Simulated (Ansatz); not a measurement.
# Be31C17: the cost of one run

Computed with Ansatz 0.2.0 (DFT PBE, scalar-relativistic, plane waves, PAW, unless a step's input says otherwise).

2 further runs of the same task are left out: 2 set aside as unsound or not needed.

### Step 1. The system as given

Symmetry: Fm-3m, No. 225, cubic system. The conventional cell has a = 4.328 Å, b = 4.328 Å, c = 4.328 Å, α = 90.00°, β = 90.00°, γ = 90.00°. Around Be (site symmetry -43m) lie 4 C at 1.87 Å. C (site symmetry m-3m) has 8 Be at 1.87 Å as nearest neighbours.

Structure file:

```cif
data_structure
_symmetry_space_group_name_H-M 'P 1'
_symmetry_Int_Tables_number 1
_cell_length_a 3.0606
_cell_length_b 3.0606
_cell_length_c 3.0606
_cell_angle_alpha 60.000
_cell_angle_beta 60.000
_cell_angle_gamma 60.000
_cell_volume 20.27
loop_
_atom_site_label
_atom_site_type_symbol
_atom_site_fract_x
_atom_site_fract_y
_atom_site_fract_z
_atom_site_occupancy
Be1 Be 0.75000 0.75000 0.75000 1
Be2 Be 0.25000 0.25000 0.25000 1
C1 C 0.00000 0.00000 0.00000 1
```

It goes back to an entry of the Materials Project.

This cell was relaxed beforehand with the same method: volume 6.76 Å³/atom, gap on the mesh 1.17 eV.

The host's static dielectric tensor, from an earlier linear-response run, has a mean of 14.92.

The perfect supercell (rows -3 1 1; 1 1 -3; 1 -3 1 in vectors of this cell) was computed beforehand with the same settings: E(σ→0) = -6994.8293 eV for 48 atoms, gap 2.94 eV on its own mesh.

### Step 2. Setting up the defect

The atom at (0.000, 0.250, 0.500) of the supercell is replaced. The other atoms start on their ideal sites. Its neighbours are 4 C at 1.87 Å, 6 Be at 2.16 Å.

### Step 3. Relaxing the defect, charge 0

Input file input.yaml:

```yaml
crystal:
  lattice:
    - [4.3283951478, -4.3283951478, -4.3283951478]
    - [-4.3283951478, -4.3283951478, 4.3283951478]
    - [-4.3283951478, 4.3283951478, -4.3283951478]
  atoms:
    - { symbol: C, position: [0.0, 0.25, 0.5] }
    - { symbol: Be, position: [0.0, 0.5, 0.25] }
    - { symbol: Be, position: [0.0, 0.75, 0.0] }
    - { symbol: Be, position: [0.75, 0.25, 0.75] }
    - { symbol: Be, position: [0.0, 0.0, 0.75] }
    - { symbol: Be, position: [0.75, 0.5, 0.5] }
    - { symbol: Be, position: [0.75, 0.75, 0.25] }
    - { symbol: Be, position: [0.5, 0.25, 0.0] }
    - { symbol: Be, position: [0.75, 0.0, 0.0] }
    - { symbol: Be, position: [0.5, 0.5, 0.75] }
    - { symbol: Be, position: [0.5, 0.75, 0.5] }
    - { symbol: Be, position: [0.25, 0.25, 0.25] }
    - { symbol: Be, position: [0.5, 0.0, 0.25] }
    - { symbol: Be, position: [0.25, 0.5, 0.0] }
    - { symbol: Be, position: [0.25, 0.75, 0.75] }
    - { symbol: Be, position: [0.25, 0.0, 0.5] }
    - { symbol: Be, position: [0.5, 0.75, 0.0] }
    - { symbol: Be, position: [0.5, 0.0, 0.75] }
    - { symbol: Be, position: [0.5, 0.25, 0.5] }
    - { symbol: Be, position: [0.25, 0.75, 0.25] }
    - { symbol: Be, position: [0.5, 0.5, 0.25] }
    - { symbol: Be, position: [0.25, 0.0, 0.0] }
    - { symbol: Be, position: [0.25, 0.25, 0.75] }
    - { symbol: Be, position: [0.0, 0.75, 0.5] }
    - { symbol: Be, position: [0.25, 0.5, 0.5] }
    - { symbol: Be, position: [0.0, 0.0, 0.25] }
    - { symbol: Be, position: [0.0, 0.25, 0.0] }
    - { symbol: Be, position: [0.75, 0.75, 0.75] }
    - { symbol: Be, position: [0.0, 0.5, 0.75] }
    - { symbol: Be, position: [0.75, 0.0, 0.5] }
    - { symbol: Be, position: [0.75, 0.25, 0.25] }
    - { symbol: Be, position: [0.75, 0.5, 0.0] }
    - { symbol: C, position: [0.25, 0.75, 0.0] }
    - { symbol: C, position: [0.25, 1.0, 0.75] }
    - { symbol: C, position: [0.25, 0.25, 0.5] }
    - { symbol: C, position: [0.0, 0.75, 0.25] }
    - { symbol: C, position: [0.25, 0.5, 0.25] }
    - { symbol: C, position: [1.0, 1.0, 1.0] }
    - { symbol: C, position: [0.0, 0.25, 0.75] }
    - { symbol: C, position: [0.75, 0.75, 0.5] }
    - { symbol: C, position: [0.0, 0.5, 0.5] }
    - { symbol: C, position: [0.75, 1.0, 0.25] }
    - { symbol: C, position: [0.75, 0.25, 0.0] }
    - { symbol: C, position: [0.5, 0.75, 0.75] }
    - { symbol: C, position: [0.75, 0.5, 0.75] }
    - { symbol: C, position: [0.5, 1.0, 0.5] }
    - { symbol: C, position: [0.5, 0.25, 0.25] }
    - { symbol: C, position: [0.5, 0.5, 0.0] }
  host:
    lattice:
      - [0.0, 2.1641975739, 2.1641975739]
      - [2.1641975739, 0.0, 2.1641975739]
      - [2.1641975739, 2.1641975739, 0.0]
    atoms:
      - { symbol: Be, position: [0.75, 0.75, 0.75] }
      - { symbol: Be, position: [0.25, 0.25, 0.25] }
      - { symbol: C, position: [0.0, 0.0, 0.0] }
basis:
  ecutwfc: 420
  xc_grid: 2
kpoints:
  mp_grid: { grid: [2, 2, 2], shift: [0.5, 0.5, 0.5] }
hamiltonian:
  xc: pbe
scf:
  occupations: { method: gaussian, width: 0.01 }
output:
  forces: true
  stress: false
  eigenvalues: true
  charged_corrections:
    defect_position: [0.0, 0.25, 0.5]
    epsilon: [[14.9226, 0.0, 0.0], [0.0, 14.9226, 0.0], [0.0, 0.0, 14.9226]]
  write_density: true
  write_potential: true
  elf: true
  volumetric_format: npy
relax:
  adjacent_minimum: "off"
  f_tol: 0.025
  max_steps: 45
```

Run with:

```bash
$ ansatz run input.yaml --threads 4 --pin off --max-ram 6144MiB --backend cpu --events-out ev --progress --plain --runs-dir out
```

Q: Estimate wall time and peak memory on 4 threads of Arm Neoverse V1, shared host.

About 18 s, with a peak of 0.69 GiB.
